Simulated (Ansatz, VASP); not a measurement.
# One calculation of Mg, two programs

```
Mg
1.0
     3.40943    0.00000    0.00000
    -1.70472    2.95266    0.00000
     0.00000    0.00000    5.06637
Mg
2
Direct
  0.33333 0.66667 0.25000
  0.66667 0.33333 0.75000
```

Alike in both runs: task single point; functional PBE; k mesh 12 × 12 × 8; occupations gaussian, width 0.1 eV; no spin polarisation.

```csv
,VASP,Ansatz
version,VASP 6.6.1,Ansatz 0.2.0
potentials or method,"VASP PAW PBE potentials, release 64 (Mg)","scalar-relativistic, plane waves, PAW"
plane-wave cutoff (eV),520,420
valence electrons in the cell,4,20
```

VASP gave:

| Item | Value |
| --- | --- |
| gap on the k mesh at the Fermi level (eV) | none |
| pressure (GPa) | -3.0 |
| largest component of the traceless stress (GPa) | 2.00 |

Problem. Estimate Ansatz's values.

Solution. gap on the k mesh at the Fermi level (eV): none; pressure (GPa): -2.9; largest component of the traceless stress (GPa): 2.00.

A gap of «none» marks a metal or a gap that the smearing closes. The functional is the same, so the differences come from potentials, cutoffs and numerics. The two sets of potentials don't hold the same shells in valence.
